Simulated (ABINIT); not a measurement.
# GaN (F-43m) in ABINIT: settings compared

The runs below take GaN through equation of state, band structure, with PBE, LDA, revPBE+D3, OLYP.

Everything below comes from runs of ABINIT 10.8.3 (patched build). Logs are shortened: lines on timing, memory, paths and dates and some standing lists are left out, and cuts for length are marked. The log counts tension as positive stress, the text compression.

**Experimental background.**

A printed reference work, textbook reports, for a bulk crystal of GaN at 0 K: band gap 3.299 eV (direct).

The results are compared with them further down.

## Step 1: The structure

Symmetry: F-43m, No. 216, cubic system. The conventional cell has a = 4.507 Å, b = 4.507 Å, c = 4.507 Å, α = 90.00°, β = 90.00°, γ = 90.00°. Around Ga (site symmetry -43m) lie 4 N at 1.95 Å. N (site symmetry -43m) is surrounded by 4 Ga at 1.95 Å.

The cell is a database's computed one.

## Step 2: Equation of state, PBE

The input, run.abi:

```
ndtset 7
getwfk -1
scalecart1 3*0.9795861087
scalecart2 3*0.9864848297
scalecart3 3*0.9932883884
scalecart4 3*1.0000000000
scalecart5 3*1.0066227096
scalecart6 3*1.0131594038
scalecart7 3*1.0196128224

pp_dirpath "./"
pseudos "Ga.GGA_PBE-JTH.xml, N.GGA_PBE-JTH.xml"

acell 3*1.0
rprim
     0.0000000000     4.2584989699     4.2584989699
     4.2584989699     0.0000000000     4.2584989699
     4.2584989699     4.2584989699     0.0000000000
ntypat 2
znucl 31 7
natom 2
typat 1 2
xred
     0.0000000000     0.0000000000     0.0000000000
     0.2500000000     0.2500000000     0.2500000000

ecut 20.0
pawecutdg 40.0

kptopt 1
ngkpt 10 10 10
nshiftk 1
shiftk 0.0 0.0 0.0

ixc 11

nband 13
occopt 3
tsmear 0.00183747

nstep 100
tolvrs 1.0e-9

iomode 3
prtwf 1
prtden 0
prteig 0
prtebands 0
enunit 2
```

Potentials or basis: JTH PAW PBE v2.0.

Run with:

```console
> abinit run.abi > log 2>&1
```

run.abo:

```text
.Version 10.8.3 of ABINIT
 DATASET    1 : space group F-4 3 m (#216); Bravais cF (face-center cubic)
================================================================================
 Values of the parameters that define the memory need for DATASET  1.
     intxc =       0    ionmov =       0      iscf =      17    lmnmax =      18
     lnmax =       6     mgfft =      24  mpssoang =       3    mqgrid =    3001
     natom =       2  nloc_mem =       2    nspden =       1   nspinor =       1
    nsppol =       1      nsym =      24    n1xccc =       1    ntypat =       2
    occopt =       3   xclevel =       2
       mpw =         635          nfft =       13824          nkpt =          47
 PAW method is used; the additional fine FFT grid is defined by:
   mgfftf=        36    nfftf =     46656
================================================================================
================================================================================
[... 71 lines left out ...]
 DATASET    7 : space group F-4 3 m (#216); Bravais cF (face-center cubic)
================================================================================
 Values of the parameters that define the memory need for DATASET  7.
     intxc =       0    ionmov =       0      iscf =      17    lmnmax =      18
     lnmax =       6     mgfft =      27  mpssoang =       3    mqgrid =    3001
     natom =       2  nloc_mem =       2    nspden =       1   nspinor =       1
    nsppol =       1      nsym =      24    n1xccc =       1    ntypat =       2
    occopt =       3   xclevel =       2
       mpw =         711          nfft =       19683          nkpt =          47
 PAW method is used; the additional fine FFT grid is defined by:
   mgfftf=        36    nfftf =     46656
================================================================================
================================================================================

--------------------------------------------------------------------------------
------------- Echo of variables that govern the present computation ------------
--------------------------------------------------------------------------------
 -outvars: echo values of preprocessed input variables --------
            acell      1.0000000000E+00  1.0000000000E+00  1.0000000000E+00 Bohr
              amu      6.97230000E+01  1.40067400E+01
             ecut      2.00000000E+01 Hartree
           enunit           2
           getwfk          -1
              ixc          11
           jdtset        1    2    3    4    5    6    7
         kptrlatt       10    0    0      0   10    0      0    0   10
          kptrlen1     5.89948583E+01
          kptrlen2     5.94103287E+01
          kptrlen3     5.98200681E+01
          kptrlen4     6.02242700E+01
          kptrlen5     6.06231178E+01
          kptrlen6     6.10167855E+01
          kptrlen7     6.14054379E+01
            natom           2
            nband          13
           ndtset           7
            ngfft1         24      24      24
            ngfft2         24      24      24
            ngfft3         27      27      27
            ngfft4         27      27      27
            ngfft5         27      27      27
            ngfft6         27      27      27
            ngfft7         27      27      27
          ngfftdg          36      36      36
             nkpt          47
            nstep         100
             nsym          24
           ntypat           2
           occopt           3
        pawecutdg      4.00000000E+01 Hartree
         pawxcdev           0
           prtden           0
        prtebands           0
           prteig           0
            rprim1     0.0000000000E+00  4.1715664348E+00  4.1715664348E+00
                       4.1715664348E+00  0.0000000000E+00  4.1715664348E+00
                       4.1715664348E+00  4.1715664348E+00  0.0000000000E+00
            rprim2     0.0000000000E+00  4.2009446311E+00  4.2009446311E+00
                       4.2009446311E+00  0.0000000000E+00  4.2009446311E+00
                       4.2009446311E+00  4.2009446311E+00  0.0000000000E+00
            rprim3     0.0000000000E+00  4.2299175788E+00  4.2299175788E+00
                       4.2299175788E+00  0.0000000000E+00  4.2299175788E+00
                       4.2299175788E+00  4.2299175788E+00  0.0000000000E+00
            rprim4     0.0000000000E+00  4.2584989699E+00  4.2584989699E+00
                       4.2584989699E+00  0.0000000000E+00  4.2584989699E+00
                       4.2584989699E+00  4.2584989699E+00  0.0000000000E+00
            rprim5     0.0000000000E+00  4.2867017719E+00  4.2867017719E+00
                       4.2867017719E+00  0.0000000000E+00  4.2867017719E+00
                       4.2867017719E+00  4.2867017719E+00  0.0000000000E+00
            rprim6     0.0000000000E+00  4.3145382774E+00  4.3145382774E+00
                       4.3145382774E+00  0.0000000000E+00  4.3145382774E+00
                       4.3145382774E+00  4.3145382774E+00  0.0000000000E+00
            rprim7     0.0000000000E+00  4.3420201539E+00  4.3420201539E+00
                       4.3420201539E+00  0.0000000000E+00  4.3420201539E+00
                       4.3420201539E+00  4.3420201539E+00  0.0000000000E+00
          spgroup         216
           tolvrs      1.00000000E-09
           tsmear      1.83747000E-03 Hartree
            typat      1  2
           useylm           1
           xangst1     0.0000000000E+00  0.0000000000E+00  0.0000000000E+00
                       1.1037489448E+00  1.1037489448E+00  1.1037489448E+00
           xangst2     0.0000000000E+00  0.0000000000E+00  0.0000000000E+00
                       1.1115220808E+00  1.1115220808E+00  1.1115220808E+00
           xangst3     0.0000000000E+00  0.0000000000E+00  0.0000000000E+00
                       1.1191879926E+00  1.1191879926E+00  1.1191879926E+00
           xangst4     0.0000000000E+00  0.0000000000E+00  0.0000000000E+00
                       1.1267503030E+00  1.1267503030E+00  1.1267503030E+00
           xangst5     0.0000000000E+00  0.0000000000E+00  0.0000000000E+00
                       1.1342124430E+00  1.1342124430E+00  1.1342124430E+00
           xangst6     0.0000000000E+00  0.0000000000E+00  0.0000000000E+00
                       1.1415776652E+00  1.1415776652E+00  1.1415776652E+00
           xangst7     0.0000000000E+00  0.0000000000E+00  0.0000000000E+00
                       1.1488490566E+00  1.1488490566E+00  1.1488490566E+00
            xcart1     0.0000000000E+00  0.0000000000E+00  0.0000000000E+00
                       2.0857832174E+00  2.0857832174E+00  2.0857832174E+00
            xcart2     0.0000000000E+00  0.0000000000E+00  0.0000000000E+00
                       2.1004723155E+00  2.1004723155E+00  2.1004723155E+00
            xcart3     0.0000000000E+00  0.0000000000E+00  0.0000000000E+00
                       2.1149587894E+00  2.1149587894E+00  2.1149587894E+00
            xcart4     0.0000000000E+00  0.0000000000E+00  0.0000000000E+00
                       2.1292494849E+00  2.1292494849E+00  2.1292494849E+00
            xcart5     0.0000000000E+00  0.0000000000E+00  0.0000000000E+00
                       2.1433508860E+00  2.1433508860E+00  2.1433508860E+00
            xcart6     0.0000000000E+00  0.0000000000E+00  0.0000000000E+00
                       2.1572691387E+00  2.1572691387E+00  2.1572691387E+00
            xcart7     0.0000000000E+00  0.0000000000E+00  0.0000000000E+00
                       2.1710100769E+00  2.1710100769E+00  2.1710100769E+00
             xred      0.0000000000E+00  0.0000000000E+00  0.0000000000E+00
                       2.5000000000E-01  2.5000000000E-01  2.5000000000E-01
            znucl       31.00000    7.00000

================================================================================

 chkinp: Checking input parameters for consistency, jdtset=   1.

 chkinp: Checking input parameters for consistency, jdtset=   2.

 chkinp: Checking input parameters for consistency, jdtset=   3.

 chkinp: Checking input parameters for consistency, jdtset=   4.
[... 31 lines left out ...]
 getcut: wavevector=  0.0000  0.0000  0.0000  ngfft=  24  24  24
         ecut(hartree)=     20.000   => boxcut(ratio)=   2.02077

 Fine grid specifications (used for densities):

 getcut: wavevector=  0.0000  0.0000  0.0000  ngfft=  36  36  36
         ecut(hartree)=     40.000   => boxcut(ratio)=   2.14335

--- Pseudopotential description ------------------------------------------------
- pspini: atom type   1  psp file is ./Ga.GGA_PBE-JTH.xml
 Pseudopotential format is: paw10
 basis_size (lnmax)=  6 (lmn_size= 18), orbitals=   0   0   1   1   2   2
 Spheres core radius: rc_sph= 2.10359248
 Shapefunction is BESSEL type: shapef(r,l)=aa(1,l)*jl(q(1,l)*r)+aa(2,l)*jl(q(2,l)*r)
 Radius for shape functions =  1.80829011
 Compensation charge density is not taken into account in XC energy/potential

- pspini: atom type   2  psp file is ./N.GGA_PBE-JTH.xml
 Pseudopotential format is: paw10
 basis_size (lnmax)=  4 (lmn_size=  8), orbitals=   0   0   1   1
 Spheres core radius: rc_sph= 1.20497474
 Shapefunction is SIN type: shapef(r)=[sin(pi*r/rshp)/(pi*r/rshp)]**2
 Radius for shape functions =  1.00243812
 Compensation charge density is not taken into account in XC energy/potential

   4.80804022E+02                                ecore*ucvol(ha*bohr**3)
--------------------------------------------------------------------------------

[... 7 lines left out ...]

     iter   Etot(hartree)      deltaE(h)  residm     nres2
 ETOT  1  -88.991702571172    -8.899E+01 1.127E+00 2.427E+01
 ETOT  2  -89.138083221745    -1.464E-01 4.221E-02 5.585E+00
 ETOT  3  -89.131479393309     6.604E-03 3.585E-03 4.769E-01
 ETOT  4  -89.131985096881    -5.057E-04 7.813E-04 2.983E-02
 ETOT  5  -89.132001403914    -1.631E-05 2.592E-04 3.887E-03
 ETOT  6  -89.132040718983    -3.932E-05 1.192E-04 5.906E-04
 ETOT  7  -89.132045558460    -4.839E-06 1.699E-05 7.374E-05
 ETOT  8  -89.132045708377    -1.499E-07 3.120E-05 8.257E-06
 ETOT  9  -89.132045710768    -2.391E-09 1.371E-05 6.103E-07
 ETOT 10  -89.132045710783    -1.469E-11 2.821E-05 1.469E-07
 ETOT 11  -89.132045710981    -1.977E-10 1.107E-05 9.878E-10
[... 1270 lines left out ...]
 Cartesian components of stress tensor (hartree/bohr^3)
  sigma(1 1)=  2.72680678E-04  sigma(3 2)=  0.00000000E+00
  sigma(2 2)=  2.72680678E-04  sigma(3 1)=  0.00000000E+00
  sigma(3 3)=  2.72680678E-04  sigma(2 1)=  0.00000000E+00

-Cartesian components of stress tensor (GPa)         [Pressure= -8.0225E+00 GPa]
- sigma(1 1)=  8.02254252E+00  sigma(3 2)=  0.00000000E+00
- sigma(2 2)=  8.02254252E+00  sigma(3 1)=  0.00000000E+00
- sigma(3 3)=  8.02254252E+00  sigma(2 1)=  0.00000000E+00

== END DATASET(S) ==============================================================
================================================================================

 -outvars: echo values of variables after computation  --------
            acell      1.0000000000E+00  1.0000000000E+00  1.0000000000E+00 Bohr
           etotal1    -8.9132045711E+01
           etotal2    -8.9133805889E+01
           etotal3    -8.9135077513E+01
           etotal4    -8.9135882440E+01
           etotal5    -8.9136260978E+01
           etotal6    -8.9136318879E+01
           etotal7    -8.9136008936E+01
            fcart1     3.6308014308E-29  3.6308014308E-29 -1.0892404292E-28
                      -3.6308014308E-29 -3.6308014308E-29  1.0892404292E-28
            fcart2     5.0075144172E-31  1.8778179064E-31 -1.0015028834E-30
                      -5.0075144172E-31 -1.8778179064E-31  1.0015028834E-30
            fcart3    -1.5914288949E-29 -1.5914288949E-29  4.7742866846E-29
                       1.5914288949E-29  1.5914288949E-29 -4.7742866846E-29
            fcart4     3.9518696056E-30  3.9518696056E-30 -1.1855608817E-29
                      -3.9518696056E-30 -3.9518696056E-30  1.1855608817E-29
            fcart5    -0.0000000000E+00 -0.0000000000E+00 -0.0000000000E+00
                      -0.0000000000E+00 -0.0000000000E+00 -0.0000000000E+00
            fcart6    -2.4378380088E-30 -2.4378380088E-30  7.3135140263E-30
                       2.4378380088E-30  2.4378380088E-30 -7.3135140263E-30
            fcart7    -3.1006825484E-29 -3.1006825484E-29  9.3020476451E-29
                       3.1006825484E-29  3.1006825484E-29 -9.3020476451E-29
            rprim1     0.0000000000E+00  4.1715664348E+00  4.1715664348E+00
[... 30 lines left out ...]
           strten6     1.7207064939E-04  1.7207064939E-04  1.7207064939E-04
                       0.0000000000E+00  0.0000000000E+00  0.0000000000E+00
           strten7     2.7268067773E-04  2.7268067773E-04  2.7268067773E-04
                       0.0000000000E+00  0.0000000000E+00  0.0000000000E+00
           xangst1     0.0000000000E+00  0.0000000000E+00  0.0000000000E+00
                       1.1037489448E+00  1.1037489448E+00  1.1037489448E+00
           xangst2     0.0000000000E+00  0.0000000000E+00  0.0000000000E+00
                       1.1115220808E+00  1.1115220808E+00  1.1115220808E+00
           xangst3     0.0000000000E+00  0.0000000000E+00  0.0000000000E+00
                       1.1191879926E+00  1.1191879926E+00  1.1191879926E+00
           xangst4     0.0000000000E+00  0.0000000000E+00  0.0000000000E+00
                       1.1267503030E+00  1.1267503030E+00  1.1267503030E+00
           xangst5     0.0000000000E+00  0.0000000000E+00  0.0000000000E+00
                       1.1342124430E+00  1.1342124430E+00  1.1342124430E+00
           xangst6     0.0000000000E+00  0.0000000000E+00  0.0000000000E+00
                       1.1415776652E+00  1.1415776652E+00  1.1415776652E+00
           xangst7     0.0000000000E+00  0.0000000000E+00  0.0000000000E+00
                       1.1488490566E+00  1.1488490566E+00  1.1488490566E+00
             xred      0.0000000000E+00  0.0000000000E+00  0.0000000000E+00
                       2.5000000000E-01  2.5000000000E-01  2.5000000000E-01
 Calculation completed.
```

It took 89 s on 1 thread of Arm Neoverse V1, shared host; peak memory 0.13 GiB.

What came out:

* Equilibrium volume: 11.81 Å³/atom
* Bulk modulus: 169 GPa
* Pressure derivative of the bulk modulus: 4.6 (rough: it moves with the points fitted)

Energy against volume, from the lowest point:
| volume (Å³/atom) | energy (meV/atom) |
| --- | --- |
| 10.757 | 58.14 |
| 10.986 | 34.19 |
| 11.215 | 16.89 |
| 11.444 | 5.94 |
| 11.673 | 0.79 |
| 11.902 | 0.00 |
| 12.131 | 4.22 |

Caveat: the cutoff is too short for stress, so the log's stress isn't used; pressures at fixed basis lie under the slope of the energies.

[end of part 1 of 3]
